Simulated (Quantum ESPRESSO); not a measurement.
Runs of Quantum ESPRESSO 7.5 on SnSe. It takes space group Fm-3m (No. 225, cubic). The conventional cell has a = 6.020 Å, b = 6.020 Å, c = 6.020 Å, α = 90.00°, β = 90.00°, γ = 90.00°. Around Sn (site symmetry m-3m) lie 6 Se at 3.01 Å. Se (site symmetry m-3m) has 6 Sn at 3.01 Å as nearest neighbours. Measurements of this composition are mostly on another form, of space group No. 62.

| task | level | potentials or basis | spin | form of the LDA correlation | pressure (GPa) |
| --- | --- | --- | --- | --- | --- |
| band structure | PBE | PseudoDojo 0.4.1 SR PBE standard | off | - | 0.9 |
| band structure | LDA | PseudoDojo 0.4.1 SR LDA standard | off | PW92 | -3.4 |
| band structure | PBE | PseudoDojo 0.4 FR PBE standard | SOC, no magnetisation | - | 0.9 |
| band structure | PBEsol | PseudoDojo 0.4.1 SR PBEsol standard | off | - | (a) |

Alike in all rows: cell as given; k mesh 8 × 8 × 8; cutoff (eV) 1170; smearing fermi-dirac 0.05 eV.

Q: Estimate the missing entries.

A: (a) -1.9.
